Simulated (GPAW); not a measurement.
The system is CdSe (Cadmoselite).

```
CELL_PARAMETERS angstrom
4.30000 0.00000 0.00000
-2.15000 3.72391 0.00000
0.00000 0.00000 7.02000
ATOMIC_POSITIONS crystal
Cd 0.66667 0.33333 0.50000
Cd 0.33333 0.66667 0.00000
Se 0.66667 0.33333 0.88500
Se 0.33333 0.66667 0.38500
```

Base run:

| Item | Value |
| --- | --- |
| Program | GPAW 26.7.0 |
| Functional | PBE |
| Potentials or basis | GPAW PAW data sets (gpaw-data 1.2.1) |
| Cutoff | 500 eV |
| Basis | pw |
| k mesh | 6 × 6 × 3 |
| Occupations | fermi-dirac, width 0.05 eV |
| Spin | no spin polarisation |

Its results: band gap on the k mesh 0.70 eV, direct; pressure 2.5 GPa; largest force 0.282 eV/Å.

Question: The run is repeated on the same cell with these changes: potentials or basis from GPAW PAW data sets (gpaw-data 1.2.1) to SG15 ONCV 1.2; cutoff from 500 eV to 1100 eV; k mesh from 6 × 6 × 3 to 5 × 5 × 3; valence electrons from 36 to 52. What comes out?

Answer: Band gap on the k mesh 0.69 eV, direct; pressure 3.3 GPa; largest force 0.292 eV/Å.

Caveats: the cutoff is short for stress and forces, so pressures can be off by a GPa or more (some runs).
